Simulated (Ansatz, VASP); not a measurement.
**Al16CN15 (C on an N site in AlN): VASP beside Ansatz**

Wanted: the spread between two codes on one cell, functional and k mesh. The cell is taken from a series of runs on this material, whose earlier steps may have relaxed, scaled, displaced or heated it; both programs get it as it stands.

Method: plane waves, with VASP 6.6.1 beside it; single point at HSE06, in Ansatz 0.2.0.

## (1) The starting structure

The cell holds 32 atoms: 16 Al, 15 N and 1 C. Cell: a = 6.260 Å, b = 6.260 Å, c = 10.036 Å, α = 90.0°, β = 90.0°, γ = 120.0°. It derives from AlN (AlN (P6_3mc)). Nearest the centre at fractional (0.333, 0.667, 0.440): C32 at 0.04 Å, Al6 at 1.88 Å, Al5 at 1.90 Å, Al13 at 1.90 Å, Al1 at 1.90 Å, Al8 at 3.05 Å, N28 at 3.12 Å, N21 at 3.12 Å. The cell carries charge −1.

As a file:

```xyz
32
Lattice="6.2605 0.0000 0.0000 -3.1302 5.4217 0.0000 0.0000 0.0000 10.0360" Properties=species:S:1:pos:R:3 pbc="T T T"
Al    0.0008    1.8124    5.0252
Al    1.5563    0.8946    2.5268
Al    0.0010    1.8072   10.0249
Al    1.5663    0.9002    7.5329
Al   -1.5557    4.5100    5.0255
Al    0.0011    3.6111    2.5391
Al   -1.5610    4.5130   10.0249
Al    0.0014    3.6111    7.4695
Al    3.1310    1.8039    5.0007
Al    4.7063    0.8944    2.5264
Al    3.1312    1.8039    0.0197
Al    4.6964    0.9004    7.5333
Al    1.5592    4.5111    5.0255
Al    3.1312    3.6224    2.5267
Al    1.5634    4.5132   10.0250
Al    3.1316    3.6110    7.5330
N    -0.0002    1.7939    1.8810
N     1.5599    0.8951    4.4321
N     0.0001    1.7815    6.9698
N     1.5759    0.9045    9.4431
N    -1.5746    4.5208    1.8807
N    -1.5848    4.5268    6.9700
N     0.0025    3.6104    9.4149
N     3.1301    1.8045    1.9286
N     4.7059    0.8950    4.4322
N     3.1303    1.8045    6.9319
N     4.6889    0.9046    9.4432
N     1.5744    4.5208    1.8810
N     3.1329    3.6191    4.4321
N     1.5853    4.5269    6.9698
N     3.1326    3.6005    9.4431
C     0.0031    3.6104    4.4516
```

## (2) VASP: single point, HSE06

With cell and atoms fixed, the geometry can't cause a difference; cores, projectors, grids and the points listed under the comparison can.

Lines of VASP's logs that name or quote its potential files are left out, and so is its time.

The run reads the wave functions of an earlier VASP run, which isn't shown here.

File INCAR:

```
SYSTEM = Al16CN15
PREC = Accurate
ENCUT = 520
EDIFF = 1E-06
NELM = 100
ISMEAR = -1
SIGMA = 0.01
LREAL = Auto
ALGO = Normal
LHFCALC = .TRUE.
AEXX = 0.25
GGA = PE
HFSCREEN = 0.208
LASPH = .TRUE.
NELECT = 128
NBANDS = 86
PRECFOCK = Fast
LORBIT = 11
LWAVE = .FALSE.
LCHARG = .FALSE.
ISIF = 2
```

File POSCAR:

```
Al16CN15
1.0
    6.2604711977      0.0000000000      0.0000000000
   -3.1302355988      5.4217270969      0.0000000000
    0.0000000000      0.0000000000     10.0360139377
Al N C
16 15 1
Direct
    0.1672689254      0.3342835609      0.5007200622
    0.3310949847      0.1649973122      0.2517693257
    0.1668332362      0.3333345797      0.9988944687
    0.3332055764      0.1660398450      0.7505880245
    0.1674157176      0.8318371297      0.5007425123
    0.3331895256      0.6660394595      0.2530000891
    0.1668455967      0.8323873355      0.9988911654
    0.3332498058      0.6660430981      0.7442678549
    0.6664904472      0.3327231891      0.4982790836
    0.8342315863      0.1649614997      0.2517333527
    0.6665126141      0.3327110196      0.0019613742
    0.8332052361      0.1660700358      0.7506237810
    0.6650745015      0.8320381445      0.5007488628
    0.8342269380      0.6681331583      0.2517589265
    0.6659390659      0.8324257622      0.9989042513
    0.8332331968      0.6660218314      0.7506000071
    0.1654000238      0.3308645157      0.1874296347
    0.3317202556      0.1650926318      0.4416241798
    0.1643076761      0.3285920354      0.6944807797
    0.3351338127      0.1668241987      0.9409183942
    0.1653973916      0.8338385892      0.1873980890
    0.1643242268      0.8349362766      0.6945014885
    0.3333514948      0.6659169989      0.9381106223
    0.6663983061      0.3328265482      0.1921668054
    0.8342318694      0.1650824137      0.4416274518
    0.6664157937      0.3328183595      0.6907016749
    0.8323922683      0.1668501498      0.9409307543
    0.6683940318      0.8338384935      0.1874208465
    0.8341795373      0.6675120306      0.4416173482
    0.6707133269      0.8349641377      0.6944798089
    0.8324152556      0.6640859725      0.9409235429
    0.3334497972      0.6659183055      0.4435653699
```

File KPOINTS:

```
Automatic mesh
0
Gamma
1 1 1
0 0 0
```

Potentials, in the order of the species: Al, N and C (PBE family, release 64).

Command:

```sh
export OMP_NUM_THREADS=3
mpirun -np 1 vasp_gam
```

Numbers of over 12 decimals in the logs are rounded to 6 here.

The program printed:

```text
[banner, memory and clock lines left out]
running    1 mpi-ranks, on    1 nodes
[...]
Offloading initialized ...    1 GPUs detected
[...]
LDA part: xc-table for (Slater+PW92), standard interpolation
 found WAVECAR, reading the header
 POSCAR, INCAR and KPOINTS ok, starting setup
[...]
reading WAVECAR
 the WAVECAR file was read successfully
 initial charge from wavefunction
 entering main loop
       N       E                     dE             d eps       ncg     rms          rms(c)
DAV:   1    -0.259034520208E+03   -0.25903E+03   -0.75589E+00   216   0.868E+00    0.315E+01
DAV:   2    -0.259088425105E+03   -0.53905E-01   -0.20351E-01   202   0.159E+00    0.224E+01
DAV:   3    -0.259080663655E+03    0.77615E-02   -0.31723E-03   208   0.230E-01    0.138E+01
DAV:   4    -0.259077380979E+03    0.32827E-02   -0.13281E-03   192   0.119E-01    0.816E+00
[...]
DAV:   9    -0.259075860234E+03    0.97246E-05   -0.50250E-06   178   0.964E-03    0.528E-01
DAV:  10    -0.259075858108E+03    0.21266E-05   -0.17614E-06   128   0.612E-03    0.308E-01
DAV:  11    -0.259075858125E+03   -0.17228E-07   -0.94886E-07   106   0.422E-03
   1 F= -.25907586E+03 E0= -.25907586E+03  d E =-.108126E-10
```

From OUTCAR (step 2):

```text
  Total       13.9924454     14.1532264    -12.3829656      0.1321706      0.0008144      0.0092681
  in kB       65.8109672     66.5671715    -58.2410662      0.6216407      0.0038305      0.0435910
  external PRESSURE =      24.7123575 kB  Pullay stress =       0.0000000 kB

 POSITION                                       TOTAL-FORCE (eV/Angst)
 -----------------------------------------------------------------------------------
      0.00080      1.81239      5.02523         0.025410     -0.017783     -0.360384
      1.55633      0.89457      2.52676        -0.014164      0.005067     -0.404352
      0.00104      1.80725     10.02492         0.012982     -0.041963     -0.320998
      1.56628      0.90022      7.53291        -0.092598     -0.039674     -0.324866
     -1.55574      4.50999      5.02546         0.000804     -0.000215     -0.368353
      0.00106      3.61108      2.53911        -0.009699      0.005350     -0.357633
     -1.56104      4.51298     10.02489        -0.016627      0.009535     -0.323370
      0.00143      3.61110      7.46948        -0.012123      0.007045     -0.336180
      3.13104      1.80393      5.00074         0.020546     -0.010033     -0.303324
      4.70631      0.89438      2.52640        -0.010212      0.009363     -0.399138
      3.13122      1.80387      0.01968         0.012378     -0.006833     -0.364088
      4.69642      0.90039      7.53327         0.070424     -0.042743     -0.328275
      1.55920      4.51108      5.02552         0.027148     -0.012821     -0.364267
      3.13124      3.62244      2.52666        -0.009833      0.009792     -0.403304
[...]
-----------------------------------------------------------------------------------
    total drift:                               -0.002942      0.001765      0.046688

  FREE ENERGIE OF THE ION-ELECTRON SYSTEM (eV)
  ---------------------------------------------------
  free  energy   TOTEN  =      -259.0758581249 eV

  energy  without entropy=     -259.0758581249  energy(sigma->0) =     -259.07585812

[... 3 further parts left out ...]
[key lines of the parts left out:]
E-fermi :   6.5860
```

The run ends at a pressure of 2.47 GPa, with forces up to 0.56 eV/Å.

[end of part 1 of 2]

[Lines on the potential files, build, host, timing and source positions are cut from VASP's logs without a mark.]

[Logs are printed without paths, hosts, clocks, repeated set-up lines and the standing remarks that a program may print on its own settings, such as how far it seeks lower states.]

[Hosts, paths, dates, database ids (printed as entryN), source tags and the programs' standing remarks are cut or masked in the printed files.]
